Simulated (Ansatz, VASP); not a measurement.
# One calculation of Li, two programs

```
Li
1.0
    -1.66253    1.66253    1.66253
     1.66253   -1.66253    1.66253
     1.66253    1.66253   -1.66253
Li
1
Direct
  0.00000 0.00000 0.00000
```

Alike in both runs: task relaxation of cell and atoms; functional PBE; dispersion D3(BJ); k mesh 18 × 18 × 18; occupations gaussian, width 0.1 eV; no spin polarisation.

```csv
,VASP,Ansatz
version,VASP 6.6.1,Ansatz 0.2.0
potentials or method,"VASP PAW PBE potentials, release 64 (Li_sv)","scalar-relativistic, plane waves, PAW"
plane-wave cutoff (eV),600,420
valence electrons in the cell,3,3
```

```csv
,VASP,Ansatz,Ansatz less VASP
"gap on the k mesh at the Fermi level, each at its own relaxed structure (eV)",none,none,-
relaxed volume (Å³/atom),18.17,18.38,+0.216
relaxed cell length with the largest relative difference (Å),2.868,2.880,+0.0113
```

A gap of «none» marks a metal or a gap that the smearing closes.

Caveats: the cutoff is under 1.25 times the usual one of these potentials, so pressure, stress and relaxed cells hold a basis-set (Pulay) error (VASP); pairwise dispersion overbinds metals, which lowers pressure and volume.
